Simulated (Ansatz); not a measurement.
# Ca: the cost of one run

Program: Ansatz 0.2.0. Level of theory: DFT PBE, scalar-relativistic, plane waves, PAW. These are calculated values, not measurements.

4 further runs of the same task are left out: 4 set aside as unsound or not needed.

## Step 1: The starting structure

Symmetry: R-3m, No. 166, trigonal system. The conventional cell has a = 4.598 Å, b = 4.598 Å, c = 16.514 Å, α = 90.00°, β = 90.00°, γ = 120.00°. Around Ca (site symmetry 3m) lie 1 Ca at 1.91 Å.

Coordinates:

```xyz
2
Lattice="2.2988 1.3272 5.5045 -2.2988 1.3272 5.5045 0.0000 -2.6544 5.5045" Properties=species:S:1:pos:R:3 pbc="T T T"
Ca    0.0000    0.0000    0.9528
Ca    0.0000    0.0000   15.5607
```

This is candidate A: O type (R-3m, No. 166).

(A quick probe on a coarse mesh, which set the mesh and smearing, is not shown.)

## Step 3: A loose first relaxation (candidate A)

input.yaml reads:

```yaml
crystal:
  lattice:
    - [2.2987562635, 1.3271875475, 5.5045184641]
    - [-2.2987562635, 1.3271875475, 5.5045184641]
    - [0.0, -2.6543750951, 5.5045184641]
  atoms:
    - { symbol: Ca, position: [0.0577, 0.0577, 0.0577] }
    - { symbol: Ca, position: [0.9423, 0.9423, 0.9423] }
basis:
  ecutwfc: 420
kpoints:
  mp_grid: { grid: [6, 6, 6] }
hamiltonian:
  xc: pbe
scf:
  occupations: { method: gaussian, width: 0.1 }
  lower_state_search: "off"
output:
  forces: true
  stress: true
  eigenvalues: true
relax:
  adjacent_minimum: "off"
  f_tol: 0.04
  max_steps: 70
  cell: { stress_tol: 0.4 }
```

What time and memory should one allow on 1 thread of an x86-64 CPU, shared host?

About 13 s, with a peak of 0.53 GiB.
